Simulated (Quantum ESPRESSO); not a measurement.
**SnTe under changes of volume**

One of the cells (31.281 Å³/atom); the others are scaled copies at fixed shape and fractional positions:

```xyz
2
Lattice="0.0000 3.1509 3.1509 3.1509 0.0000 3.1509 3.1509 3.1509 0.0000" Properties=species:S:1:pos:R:3 pbc="T T T"
Te    3.1509    3.1509    3.1509
Sn    0.0000    0.0000    0.0000
```

* Program: Quantum ESPRESSO 7.5
* Functional: LDA
* Potentials or basis: PseudoDojo 0.4.1 SR LDA standard
* Cutoff: 1088 eV
* Density cutoff: 4354 eV
* k mesh: 7 × 7 × 7
* Occupations: fermi-dirac, width 0.05 eV
* Spin: no spin polarisation

```csv
volume (Å³/atom),energy over the lowest point (meV/atom),pressure (GPa)
29.404,3.79,1.5
30.030,0.00,0.4
30.656,0.46,-0.6
31.281,4.71,-1.6
31.907,12.34,-2.4
32.532,22.99,-3.1
33.158,?,?
```

Q: What does the run at 33.158 Å³/atom give?

A: Energy over the lowest point 36.35 meV/atom; pressure -3.8 GPa.

Worked out: A Birch-Murnaghan fit of order 3 (a polynomial in V^(-2/3)) to the other rows has its minimum at 30.27 Å³/atom with B0 = V·E''(V) = 50 GPa and B' = 4.5. It gives 36.35 meV/atom at 33.158 Å³/atom, against the run's 36.35, and -dE/dV = -3.7 GPa, against -3.8.

Energies are extrapolated to zero smearing.
